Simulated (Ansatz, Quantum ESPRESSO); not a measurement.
**Equation of state of rock salt AlN**

How stiff is rock salt AlN under hydrostatic load? Each row scales the relaxed cell evenly and relaxes the atoms. The symmetry of the cell is held, so distortions that would lower it, which this phase may prefer, aren't tested. The phase is followed to these pressures whether or not it stays the stable one.

Calculated with Quantum ESPRESSO 7.5, LDA, GBRV 1.5 ultrasoft potentials, cutoff 680 eV, Fermi–Dirac smearing 0.02 eV, k-mesh 12×12×12, no spin polarisation, no spin-orbit coupling.

Reference cell, relaxed at zero pressure with LDA (Fm-3m): a = 2.8405 Å, b = 2.8405 Å, c = 2.8405 Å, α = 60.00°, β = 60.00°, γ = 60.00°.

```
atom       x       y       z
  Al  0.0000  0.0000  0.0000
   N  0.5000  0.5000  0.5000
```

| V (Å³/atom) | V/V0 | P (GPa) | E − E0 (meV/atom) |
| --- | --- | --- | --- |
| 7.6170 | 0.9400 | 19.360 | 28.5 |
| 7.7791 | 0.9600 | 12.255 | 12.4 |
| 7.9411 | 0.9800 | 5.824 | 3.1 |
| 8.2653 | 1.0200 | −5.252 | 2.5 |
| 8.5894 | 1.0600 | −14.324 | 22.2 |

V0 = 8.1032 Å³ an atom, where the residual pressure P0 is +0.010 GPa. **Question.** Fit the Birch–Murnaghan law and give the pressure and the energy at V = 8.4273 Å³ an atom, a row left out above.

With the Eulerian strain f = ½[(V0/V)^(2/3) − 1] and F = (P − P0)/[3f(1 + 2f)^(5/2)], the third-order law is the line F = B0 + (3/2) B0 (B′ − 4) f.

```
       f  F (GPa)
 0.02106   276.30
 0.01379   276.46
 0.00678   276.32
−0.00656   276.40
−0.01905   276.38
```

A straight line through the 5 rows: the means are 0.003204 for f and 276.37 for F, Σ(Δx)² = 0.001034 and ΣΔxΔy = −0.0009914, so the slope is −0.0009914/0.001034 = −0.9586 and the intercept 276.37 − (−0.9586)(0.003204) = 276.38.

Hence B0 = 276.4 GPa and B′ = 4 + (−1.0)/(1.5 × 276.4) = 4.00. For the withheld volume f = −0.01290, F = 276.39 GPa and P = −10.01 GPa. The run itself gives −10.02 GPa, so the estimate misses by 0.01 GPa, a rounding's worth.

Integrating the same law gives E − E0 = (9/2) B0 V0 f²[1 + (B′ − 4) f] + P0(V0 − V), with 1 GPa Å³ = 6.2415 meV: 10.5 meV an atom. The run itself gives 10.1 meV, so the estimate misses by 0.4 meV; the fitted rows themselves lie up to 0.6 meV off the law.

The same fit over all rows at other levels or in other programs gives B0 = 276 GPa with r2SCAN (Ansatz), 262 GPa with PBEsol (Quantum ESPRESSO, GBRV) and 264 GPa with PBEsol (Quantum ESPRESSO, PseudoDojo).

[Logs are printed without paths, hosts, clocks, repeated set-up lines and the standing remarks that a program may print on its own settings, such as how far it seeks lower states.]
